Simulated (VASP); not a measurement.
The system is Os.

```
CELL_PARAMETERS angstrom
2.73410 0.00000 0.00000
-1.36705 2.36780 0.00000
0.00000 0.00000 4.31970
ATOMIC_POSITIONS crystal
Os 0.66667 0.33333 0.75000
Os 0.33333 0.66667 0.25000
```

```yaml
Program: VASP 6.6.1
Task: relaxation of cell and atoms
Functional: PBE
Potentials_or_basis: VASP PAW PBE potentials, release 64 (Os)
Cutoff: 600 eV
k_mesh: 11 × 11 × 6
Occupations: fermi-dirac, width 0.05 eV
Spin: no spin polarisation
```

At the start: pressure 9.0 GPa; volume 13.98 Å³/atom.

Question: How do energy, volume and symmetry change on relaxing?

Answer: Over 7 steps the energy falls by 8.1 meV/atom and the volume is 14.27 Å³/atom (+2.1 %); space group P6_3/mmc (No. 194, to 0.05 Å).

Step by step:
| step | energy change (eV) | largest force (eV/Å) | pressure (GPa) | volume (Å³) |
| --- | --- | --- | --- | --- |
| 1 | 0.0000 | 0.0000 | 9.00 | 27.96 |
| 2 | 0.2554 | 0.0000 | -29.35 | 31.27 |
| 3 | -0.0162 | 0.0000 | -0.36 | 28.58 |
| 4 | -0.0163 | 0.0000 | -0.01 | 28.56 |
| 5 | -0.0163 | 0.0000 | 0.17 | 28.55 |
| 6 | -0.0163 | 0.0000 | 0.14 | 28.55 |
| 7 | -0.0163 | 0.0000 | 0.16 | 28.55 |

Final structure:
```
Os
1.0
     2.75359    0.00000    0.00000
    -1.37679    2.38468    0.00000
     0.00000    0.00000    4.34787
Os
2
Direct
  0.66667 0.33333 0.75000
  0.33333 0.66667 0.25000
```
